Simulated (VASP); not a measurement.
Here is a VASP 6.6.1 calculation.

The input INCAR:

```
SYSTEM = TiTe
PREC = Accurate
ENCUT = 600
EDIFF = 1E-7
ISMEAR = -1
SIGMA = 0.05
LREAL = .False.
LASPH = .True.
NELM = 100
ALGO = Fast
ISIF = 3
LWAVE = .False.
LCHARG = .False.
GGA = B5
ALDAX = 1.0
AGGAX = 1.0
AGGAC = 1.0
ALDAC = 0.0
IVDW = 11
VDW_S6 = 1.0
VDW_S8 = 1.682
VDW_SR = 1.094
VDW_SR8 = 1.0
IBRION = 2
NSW = 40
EDIFFG = -0.01
```

The input KPOINTS:

```
Automatic mesh
0
Gamma
  8 8 8
  0 0 0
```

Contents of POSCAR:

```
TiTe
1.0
    0.0000000000      3.0500668100      3.0500668100
    3.0500668100      0.0000000000      3.0500668100
    3.0500668100      3.0500668100      0.0000000000
Ti Te
1 1
Direct
    0.5000000000      0.5000000000      0.5000000000
    0.0000000000      0.0000000000      0.0000000000
```

Potentials or basis: VASP PAW PBE potentials, release 64 (Ti_sv, Te).

Command:

```bash
$ cat potpaw_PBE.64/Ti_sv/POTCAR potpaw_PBE.64/Te/POTCAR > POTCAR
$ mpirun -np 1 vasp_std > vasp.out
```

Question: What does it give for the relaxed volume?

Answer: 23.46 Å³/atom.

Question: What does it give for the dispersion energy per atom?

Answer: -0.672 eV.

Question: What does it give for the space group after relaxing (to 0.05 Å)?

Answer: Fm-3m (No. 225).

Final structure:
```
Ti Te
1.0
     0.00000    2.86282    2.86282
     2.86282    0.00000    2.86282
     2.86282    2.86282    0.00000
Ti Te
1 1
Direct
  0.50000 0.50000 0.50000
  0.00000 0.00000 0.00000
```

Caveat: the volume moved by over 15 % at a fixed basis, so the end points are rough; the PAW data sets were made with another functional, which shifts forces and pressure a little. The run has no spin-orbit coupling, so splittings on Te are missing.
